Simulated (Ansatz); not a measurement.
InN (zinc blende)

```xyz
4
Lattice="0.0000 5.0490 5.0490 2.5245 0.0000 2.5245 2.5245 2.5245 0.0000" Properties=species:S:1:pos:R:3 pbc="T T T"
N      3.7867     3.7867     3.7867
N      3.7867     6.3112     6.3112
In     0.0000     0.0000     0.0000
In     2.5245     5.0490     2.5245
```

A phonon eigenvector at L = (0.5, 0.0, 0.0) is frozen into this cell: atom i moves by Q times the vector below, so Q is the largest atomic displacement, in Å. The cell is held. (q is in reciprocal vectors of the primitive cell; the cell shown is doubled to hold the pattern.)

```json
[
 {"atom": "N1", "x": "0.577", "y": "-0.577", "z": "-0.577"},
 {"atom": "N2", "x": "-0.577", "y": "0.577", "z": "0.577"},
 {"atom": "In3", "x": "-0.015", "y": "0.015", "z": "0.015"},
 {"atom": "In4", "x": "0.015", "y": "-0.015", "z": "-0.015"}
]
```

Method: PBE (plane waves to 420 eV, PAW, scalar-relativistic; Ansatz, a first-principles code). k mesh 11×11×11 (Γ-centred), Fermi-Dirac smearing 0.05 eV. E stands for the smeared free energy. With partly filled bands, energies and forces of such displacements shift with the k mesh and the smearing. At this level the bands of InN touch or barely overlap; measurements give the solid a gap. InN was relaxed with its symmetry unable to fall. The zero of ΔE is the undisplaced structure.

```json
[
 {"Q (Å)": "-0.280", "ΔE (eV/cell)": "1.288"},
 {"Q (Å)": "-0.187", "ΔE (eV/cell)": "0.552"},
 {"Q (Å)": "-0.093", "ΔE (eV/cell)": "0.135"},
 {"Q (Å)": "0.000", "ΔE (eV/cell)": "0.000"},
 {"Q (Å)": "0.093", "ΔE (eV/cell)": "0.135"},
 {"Q (Å)": "0.187", "ΔE (eV/cell)": "0.552"},
 {"Q (Å)": "0.280", "ΔE (eV/cell)": "1.288"}
]
```

**Question.** Which DFPT wavenumber at L = (0.5, 0.0, 0.0) belongs to this mode?
A. 217 cm⁻¹
B. 545 cm⁻¹
C. 457 cm⁻¹
D. 81 cm⁻¹

**Answer.** B, 545 cm⁻¹. The curvature of the scan gives 545 cm⁻¹

(A displaced cell: forces are minus the slopes of the energy, force constants its curvatures, and phonons follow from these.)
